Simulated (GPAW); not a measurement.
# RbBr (Fm-3m) in GPAW: convergence with k mesh

Aim: find how far k mesh must go before the results for RbBr settle, at PBE. This setting moves, with any that are tied to it; all else stays.

Program: GPAW 26.7.0. These are calculated values, not measurements. Logs are shortened: lines on timing, memory, paths and dates and some standing lists are left out, and cuts for length are marked. The log counts tension as positive stress, the text compression.

## Step 1: The structure

The structure is cubic, space group Fm-3m (No. 225). Conventional cell: a = 6.854 Å, b = 6.854 Å, c = 6.854 Å, α = 90.00°, β = 90.00°, γ = 90.00°. Around Rb (site symmetry m-3m) lie 6 Br at 3.43 Å. Br (site symmetry m-3m) is surrounded by 6 Rb at 3.43 Å.

## Step 2: With k mesh 2 × 2 × 2

The input, run.py:

```python
from ase.dft.bandgap import bandgap
from ase.io import read, write
from ase.units import GPa
from gpaw import GPAW, PW

atoms = read('RbBr.xyz')

calc = GPAW(mode=PW(600),
            xc='PBE',
            kpts={'size': (2, 2, 2), 'gamma': True},
            occupations={'name': 'fermi-dirac', 'width': 0.05},
            nbands=16,
            convergence={'density': 1e-05, 'energy': 1e-05},
            maxiter=100,
            txt='gpaw.txt')
atoms.calc = calc
energy = atoms.get_potential_energy()
forces = atoms.get_forces()
stress = atoms.get_stress()
calc.write('gs.gpw')
write('result.traj', atoms)
print(f'Energy: {energy:.6f} eV')
print('Forces (eV/A):')
print(forces.round(4))
print('Stress (GPa):', (stress / GPa).round(3))
print('Fermi level:', round(calc.get_fermi_level(), 4), 'eV')
print(f'Gap: {bandgap(calc)[0]:.4f} eV, direct: {bandgap(calc, direct=True)[0]:.4f} eV')
```

The input, RbBr.xyz:

```xyz
2
Lattice="0.0000000000 3.4270000000 3.4270000000 3.4270000000 0.0000000000 3.4270000000 3.4270000000 3.4270000000 0.0000000000" Properties=species:S:1:pos:R:3 pbc="T T T"
Rb     0.0000000000      0.0000000000      0.0000000000
Br     3.4270000000      3.4270000000      3.4270000000
```

Potentials or basis: GPAW PAW data sets (gpaw-data 1.2.1), pw.

Command:

```console
$ OMP_NUM_THREADS=1 python run.py
```

It took 3.7 s on 1 thread of INTEL XEON PLATINUM 8581C at 2.30GHz (Emerald Rapids), shared host; peak memory 0.16 GiB.

What came out:

* Free energy: -5.9831 eV
* Pressure: 1.3 GPa
* Band gap on the k mesh: 4.34 eV, direct

## Step 3: With k mesh 3 × 3 × 3

run.py: that of step 2 with these lines changed.

```diff
@@ -9,3 +9,3 @@
             xc='PBE',
-            kpts={'size': (2, 2, 2), 'gamma': True},
+            kpts={'size': (3, 3, 3), 'gamma': True},
             occupations={'name': 'fermi-dirac', 'width': 0.05},
```

RbBr.xyz is that of step 2.

Potentials or basis: GPAW PAW data sets (gpaw-data 1.2.1), pw.

Command:

```console
$ OMP_NUM_THREADS=1 python run.py
```

It took 4 s on 1 thread of INTEL XEON PLATINUM 8581C at 2.30GHz (Emerald Rapids), shared host; peak memory 0.16 GiB.

What came out:

| Item | Value |
| --- | --- |
| Free energy | -6.0478 eV |
| Pressure | 1.0 GPa |
| Band gap on the k mesh | 4.37 eV, direct |

## Step 4: With k mesh 4 × 4 × 4

run.py: that of step 3 with these lines changed.

```diff
@@ -9,3 +9,3 @@
             xc='PBE',
-            kpts={'size': (3, 3, 3), 'gamma': True},
+            kpts={'size': (4, 4, 4), 'gamma': True},
             occupations={'name': 'fermi-dirac', 'width': 0.05},
```

RbBr.xyz is that of step 3.

Command:

```console
$ OMP_NUM_THREADS=1 python run.py
```

Run time: 5.6 s. Hardware: 1 thread of INTEL XEON PLATINUM 8581C at 2.30GHz (Emerald Rapids), shared host; peak memory 0.16 GiB.

It converged, with:

```
Free energy            : -6.0507 eV
Pressure               : 1.0 GPa
Band gap on the k mesh : 4.37 eV, direct
```

## Step 5: With k mesh 5 × 5 × 5

run.py: that of step 4 with these lines changed.

```diff
@@ -9,3 +9,3 @@
             xc='PBE',
-            kpts={'size': (4, 4, 4), 'gamma': True},
+            kpts={'size': (5, 5, 5), 'gamma': True},
             occupations={'name': 'fermi-dirac', 'width': 0.05},
```

RbBr.xyz is that of step 4.

Command:

```console
$ OMP_NUM_THREADS=1 python run.py
```

It took 6.4 s on 1 thread of INTEL XEON PLATINUM 8581C at 2.30GHz (Emerald Rapids), shared host; peak memory 0.16 GiB.

Results (log left out):

```
Free energy            : -6.0509 eV
Pressure               : 1.0 GPa
Band gap on the k mesh : 4.37 eV, direct
```

## Step 6: With k mesh 6 × 6 × 6

run.py: that of step 5 with these lines changed.

```diff
@@ -9,3 +9,3 @@
             xc='PBE',
-            kpts={'size': (5, 5, 5), 'gamma': True},
+            kpts={'size': (6, 6, 6), 'gamma': True},
             occupations={'name': 'fermi-dirac', 'width': 0.05},
```

RbBr.xyz is that of step 5.

Potentials or basis: GPAW PAW data sets (gpaw-data 1.2.1), pw.

Command:

```console
$ OMP_NUM_THREADS=1 python run.py
```

It took 8.9 s on 1 thread of INTEL XEON PLATINUM 8581C at 2.30GHz (Emerald Rapids), shared host; peak memory 0.17 GiB.

It converged, with:

- Free energy: -6.0509 eV
- Pressure: 1.0 GPa
- Band gap on the k mesh: 4.37 eV, direct

## Step 7: With k mesh 7 × 7 × 7

run.py: that of step 6 with these lines changed.

```diff
@@ -9,3 +9,3 @@
             xc='PBE',
-            kpts={'size': (6, 6, 6), 'gamma': True},
+            kpts={'size': (7, 7, 7), 'gamma': True},
             occupations={'name': 'fermi-dirac', 'width': 0.05},
```

RbBr.xyz is that of step 6.

Command:

```console
$ OMP_NUM_THREADS=1 python run.py
```

Wall time 10 s (1 thread of INTEL XEON PLATINUM 8581C at 2.30GHz (Emerald Rapids), shared host); peak memory 0.18 GiB.

It converged, with:

```
Free energy            : -6.0509 eV
Pressure               : 1.0 GPa
Band gap on the k mesh : 4.37 eV, direct
```

## Step 8: With k mesh 9 × 9 × 9

run.py: that of step 7 with these lines changed.

```diff
@@ -9,3 +9,3 @@
             xc='PBE',
-            kpts={'size': (7, 7, 7), 'gamma': True},
+            kpts={'size': (9, 9, 9), 'gamma': True},
             occupations={'name': 'fermi-dirac', 'width': 0.05},
```

RbBr.xyz is that of step 7.

Potentials or basis: GPAW PAW data sets (gpaw-data 1.2.1), pw.

Command:

```console
$ OMP_NUM_THREADS=1 python run.py
```

gpaw.txt:

```text
__  _  _
 | _ |_)|_||  |
 |__||  | ||/\| - 26.7.0

Input parameters:
  mode=PW(ecut=600.0),
  convergence={'density': 1e-05, 'energy': 1e-05},
  kpts=MonkhorstPack(size=(9, 9, 9), gamma=True),
  maxiter=100,
  nbands=16,
  occupations=Occupations(name='fermi-dirac', width=0.05),
  xc=XC(name='PBE')

Diagonalizing LCAO Hamiltonian
Converting LCAO to pw mode

                  Br

       Rb

Atoms  # Å, Bohr magnetons
|   | symbol |        x |        y |        z |    initial magnetic moments |
|---|--------|----------|----------|----------|-----------------------------|
| 0 |     Rb | 0.000000 | 0.000000 | 0.000000 | ( 0.0000,  0.0000,  0.0000) |
| 1 |     Br | 3.427000 | 3.427000 | 3.427000 | ( 0.0000,  0.0000,  0.0000) |

Unit cell  # Å
| periodic |        x |        y |        z |  lengths |    angles |
|----------|----------|----------|----------|----------|-----------|
|      yes | 0.000000 | 3.427000 | 3.427000 | 4.846510 | 60.000000 |
|      yes | 3.427000 | 0.000000 | 3.427000 | 4.846510 | 60.000000 |
|      yes | 3.427000 | 3.427000 | 0.000000 | 4.846510 | 60.000000 |

Number of symmetries: 48
Symmetry operations  # r_c * U_cc + t_c -> r_c
|    | kind |            matrix            |
|----|------|------------------------------|
|  0 |  σ   |  1, 0, 0,  1, 0,-1,  1,-1, 0 |
|  1 |  C2  |  1, 0, 0,  1,-1, 0,  1, 0,-1 |
|  2 |  E   |  1, 0, 0,  0, 1, 0,  0, 0, 1 |
|  3 |  σ   |  1, 0, 0,  0, 0, 1,  0, 1, 0 |
|  4 |  C4  |  1, 0,-1,  1, 0, 0,  1,-1, 0 |
|  5 |  S6  |  1, 0,-1,  1,-1, 0,  1, 0, 0 |
|  6 |  σ   |  1, 0,-1,  0, 1,-1,  0, 0,-1 |
|  7 |  C3  |  1, 0,-1,  0, 0,-1,  0, 1,-1 |
|  8 |  S6  |  1,-1, 0,  1, 0, 0,  1, 0,-1 |
|  9 |  C4  |  1,-1, 0,  1, 0,-1,  1, 0, 0 |
| 10 |  C3  |  1,-1, 0,  0,-1, 1,  0,-1, 0 |
| 11 |  σ   |  1,-1, 0,  0,-1, 0,  0,-1, 1 |
| 12 |  σ   |  0, 1, 0,  1, 0, 0,  0, 0, 1 |
| 13 |  C4  |  0, 1, 0,  0, 1,-1, -1, 1, 0 |
| 14 |  C3  |  0, 1, 0,  0, 0, 1,  1, 0, 0 |
| 15 |  S6  |  0, 1, 0, -1, 1, 0,  0, 1,-1 |
| 16 |  C2  |  0, 1,-1,  1, 0,-1,  0, 0,-1 |
| 17 |  σ   |  0, 1,-1,  0, 1, 0, -1, 1, 0 |
| 18 |  S4  |  0, 1,-1,  0, 0,-1,  1, 0,-1 |
| 19 |  C4  |  0, 1,-1, -1, 1, 0,  0, 1, 0 |
| 20 |  C3  |  0, 0, 1,  1, 0, 0,  0, 1, 0 |
| 21 |  σ   |  0, 0, 1,  0, 1, 0,  1, 0, 0 |
[... 119 lines left out ...]

    Using partial waves for Br as LCAO basis

Reference energy: -152005.600152  # eV

eigensolver:
  PPCG
  Converge bands: occupied
  niter=2

density mixing:
  MSR1-Mixer
  Pratt-step length: 0.05
  Maximum mixing coefficient: 0.75
  Old densities: 10
  SVD Regularization: 0.005
  Good broyden scale: 1.0
  Trust region scale: 1.0
  Backstep threshold: 4.0
  History deletion threshold: 6.0
  Fourier metric: weight=20.0, sigma=0.015

occupation numbers:
  Fermi-Dirac:
    width: 0.0500  # eV

poisson solver:
  ecut: 4800.0  # eV

xc functional:
[... 9 lines left out ...]
|iter     | |      energy | eigst |  dens |
|---------|-|-------------|-------|-------|
|iter:   1| |   -6.192541 | -1.02 |       |
|iter:   2| |   -6.161440 | -3.17 | -1.28 |
|iter:   3| |   -6.042832 | -2.38 | -1.32 |
|iter:   4| |   -6.048404 | -3.98 | -1.75 |
|iter:   5| |   -6.050817 | -4.31 | -2.14 |
|iter:   6| |   -6.050895 | -5.76 | -3.04 |
|iter:   7| |   -6.050909c| -6.52 | -3.48 |
|iter:   8| |   -6.050909c| -7.67c| -4.26 |
|iter:   9| |   -6.050909c| -7.87c| -5.09c|

Converged in 9 steps
Energy contributions relative to reference atoms: (reference = -152005.600152)

Energy contributions:
  Kinetic:          10.257246
  Coulomb:          -9.637808
  Zero:             -0.040906
  External:          0.000000
  Xc:               -6.629440
  Entropy:          -0.000000
  Spinorbit:         0.000000
  ----------------------------
  Free energy:      -6.050909
  Extrapolated:     -6.050909

dipole moment: (-26.243547, -26.243547, -26.243547)  # |e|*Ang

Fermi level: 1.657
Eigenvalues  # (at kpt = [0.000, 0.000, 0.000])
| band index |      eig [eV] | occ [0-2] |
|------------|---------------|-----------|
|          0 |       -24.489 |     2.000 |
|          1 |       -12.251 |     2.000 |
|          2 |        -8.578 |     2.000 |
|          3 |        -8.578 |     2.000 |
|          4 |        -8.578 |     2.000 |
|          5 |        -0.082 |     2.000 |
[... 8 lines left out ...]
|         14 |        10.921 |     0.000 |
|         15 |        16.088 |     0.000 |

Gap: 4.368 eV
Transition (v -> c):
  (s=0, k=0, n=7, [0.00, 0.00, 0.00]) -> (s=0, k=0, n=8, [0.00, 0.00, 0.00])
No difference between direct/indirect transitions

Forces  # eV/Ang
|        x |        y |        z |
|----------|----------|----------|
| -0.00000 | -0.00000 |  0.00000 |  # Rb   0
|  0.00000 | -0.00000 | -0.00000 |  # Br   1

Stress tensor  # eV/Ang^3
|         x |         y |         z |
|-----------|-----------|-----------|
| -0.006311 |  0.000000 |  0.000000 |
|  0.000000 | -0.006311 | -0.000000 |
|  0.000000 | -0.000000 | -0.006311 |

# Writing to gs.gpw (mode='')
```

Run time: 16 s. Hardware: 1 thread of INTEL XEON PLATINUM 8581C at 2.30GHz (Emerald Rapids), shared host; peak memory 0.19 GiB.

What came out:

```yaml
Free_energy: -6.0509 eV
Pressure: 1.0 GPa
Band_gap_on_the_k_mesh: 4.37 eV, direct
```

## Step 9: Summary

```
   k mesh  energy less the tightest run, at zero smearing (meV/atom)  pressure (GPa)  gap on the mesh (eV)  SCF cycles  CPU time (s)  peak memory (GiB)
2 × 2 × 2                                                      33.90            1.32                 4.337           9           3.7               0.16
3 × 3 × 3                                                       1.58            1.03                 4.366           9             4               0.16
4 × 4 × 4                                                       0.11            1.01                 4.368           9           5.6               0.16
5 × 5 × 5                                                       0.01            1.01                 4.368           9           6.4               0.16
6 × 6 × 6                                                       0.00            1.01                 4.368           9           8.9               0.17
7 × 7 × 7                                                       0.00            1.01                 4.368           9            10               0.18
9 × 9 × 9                                                       0.00            1.01                 4.368           9            16               0.19
```

Against the tightest run, the energy stays within 1 meV/atom from 4 × 4 × 4 on; the pressure stays within 0.1 GPa from 3 × 3 × 3 on; the gap on the mesh stays within 0.01 eV from 3 × 3 × 3 on. Meshes of other sizes hit other points, so gaps and Fermi surfaces needn't settle smoothly. The tightest run that finished is the yardstick and may itself not be fully converged.

Caveats: an odd mesh through Γ misses points on the zone boundary, where band edges often lie.
